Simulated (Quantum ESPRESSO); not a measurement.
Runs of Quantum ESPRESSO 7.5 on Te. It takes space group P3_121 (No. 152, trigonal). The conventional cell has a = 4.454 Å, b = 4.454 Å, c = 5.924 Å, α = 90.00°, β = 90.00°, γ = 120.00°. Te (site symmetry 2) has 2 Te at 2.86 Å as nearest neighbours. 

```csv
level,potentials or basis,k mesh,form of the LDA correlation,mesh quality,pressure (GPa),largest force (eV/Å)
PBE,GBRV 1.5 PBE,"6 × 6 × 4, shifted",-,not flagged,(a),0.26
PBEsol,GBRV 1.5 PBEsol,"4 × 4 × 2, shifted",-,coarse,-1.1,(c)
LDA,GBRV 1.5 LDA,"6 × 6 × 4, shifted",PZ81,not flagged,-1.9,0.19
BLYP,GBRV 1.5 PBE,"6 × 6 × 4, shifted",-,not flagged,5.3,(d)
WC,GBRV 1.5 PBE,"6 × 6 × 4, shifted",-,not flagged,-0.7,0.27
PBEsol,GBRV 1.5 PBEsol,"2 × 2 × 2, shifted",-,coarse,(b),0.66
PBEsol,GBRV 1.5 PBEsol,"6 × 6 × 4, shifted",-,not flagged,-1.0,0.22
```

Alike in all rows: task dielectric tensor; no spin polarisation; cell as given; cutoff (eV) 612; smearing fermi-dirac 0.05 eV.

Problem. Estimate the missing entries.

Solution. (a) 1.4; (b) -1.3; (c) 0.31; (d) 0.35.

Caveats: some runs use coarse meshes; the potentials were made for another functional, which shifts forces and pressure (some runs); the cell is more than 3 GPa from zero pressure, which shifts response properties (some runs).
